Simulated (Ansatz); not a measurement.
Al2O3: H interstitial

Computed with the plane-wave PAW code Ansatz (scalar-relativistic, PAW set soft_2): PBE, collinear spin where a state has unpaired electrons to hold, 420 eV cutoff, k-mesh 2×2×2 shifted by half a step.

The relaxed host crystal (Kohn–Sham gap 5.85 eV over the whole zone):

```
Al O
1.0
     2.40430    1.38812    4.37491
    -2.40430    1.38812    4.37491
     0.00000   -2.77625    4.37491
Al O
4 6
Direct
  0.14787 0.14787 0.14787
  0.35213 0.35213 0.35213
  0.64787 0.64787 0.64787
  0.85213 0.85213 0.85213
  0.94384 0.55616 0.25000
  0.44384 0.75000 0.05616
  0.55616 0.25000 0.94384
  0.25000 0.94384 0.55616
  0.75000 0.05616 0.44384
  0.05616 0.44384 0.75000
```

Supercell of 40 atoms, rows of the matrix [[-1,1,1],[1,-1,1],[1,1,-1]] times the cell vectors; H interstitial at (0.000, 0.000, 0.000) in fractions of the cell above. Atoms are relaxed at the host's cell, from a start shaken by 0.05 Å near the defect; charged cells sit in a uniform background.

Nearest atoms to the added H: charge +1: O 1.01 Å, O 1.74 Å, Al 2.04 Å, Al 2.11 Å, O 2.15 Å, Al 2.31 Å, O 2.33 Å, Al 2.43 Å; charge 0: Al 1.94 Å, Al 1.94 Å, O 2.05 Å, O 2.05 Å, O 2.05 Å, O 2.05 Å, O 2.05 Å, O 2.05 Å.

The largest move of an atom from its ideal place is 1.0 Å at charge +1, 0.1 Å at charge 0, so the cell at charge +1 rearranged and didn't merely relax.

| charge | moment of the cell (μB) | moment on H (μB) | gap of the cell on the mesh (eV) | carriers |
| --- | --- | --- | --- | --- |
| +1 | 0.00 | 0.00 | 6.81 | none in the bands |
| 0 | 1.00 | 0.54 | 2.09 | none in the bands |

On this mesh the host's own supercell has a gap of 6.95 eV.

The cells of these charges didn't relax alike (a rearrangement in some, or a distortion of the host), so no level or lowest charge is given.

Formation energy of the neutral defect: 3.55 eV, taking atoms from and to the elements' standard states (no corrections for gases), so it belongs to those chemical potentials alone.

Relaxed cell at charge 0:

```
Al2O3 H_i charge 0
1.0
    -4.8086   -2.7762    4.3749
     4.8086   -2.7762    4.3749
     0.0000    5.5525    4.3749
Al O H
16 24 1
Direct
  0.1486 0.1473 0.1477
  0.6472 0.6472 0.1481
  0.6484 0.1477 0.6463
  0.1489 0.6460 0.6476
  0.3526 0.3515 0.3518
  0.8517 0.8512 0.3537
  0.8523 0.3533 0.8508
  0.3545 0.8505 0.8515
  0.6489 0.6477 0.6481
  0.1499 0.1480 0.6462
  0.1492 0.6459 0.1491
  0.6470 0.1487 0.1484
  0.8530 0.8518 0.8522
  0.3544 0.3520 0.8518
  0.3532 0.8515 0.3536
  0.8527 0.3532 0.3523
  0.4052 0.5959 0.7496
  0.9027 0.0985 0.7423
  0.9033 0.5981 0.2506
  0.4030 0.0963 0.2505
  0.4045 0.2499 0.5956
  0.9040 0.7491 0.5977
  0.9019 0.2573 0.0980
  0.4022 0.7490 0.0974
  0.5971 0.7493 0.4043
  0.0976 0.2501 0.4022
  0.0997 0.7419 0.9019
  0.5993 0.2502 0.9025
  0.7505 0.4040 0.5962
  0.2514 0.9021 0.5985
  0.2513 0.4018 0.0967
  0.7431 0.9015 0.0989
  0.2511 0.5952 0.4037
  0.7502 0.0970 0.4014
  0.7502 0.5974 0.9032
  0.2585 0.0976 0.9010
  0.5964 0.4033 0.2503
  0.0988 0.9007 0.2576
  0.0982 0.4010 0.7493
  0.5985 0.9028 0.7494
  0.0008 0.9996 0.9999
```

Caveats: semilocal functionals make gaps too small, which shifts levels too; small supercell, so energies and levels can be off by tenths of an eV; one random start near the defect, so other minima are possible.
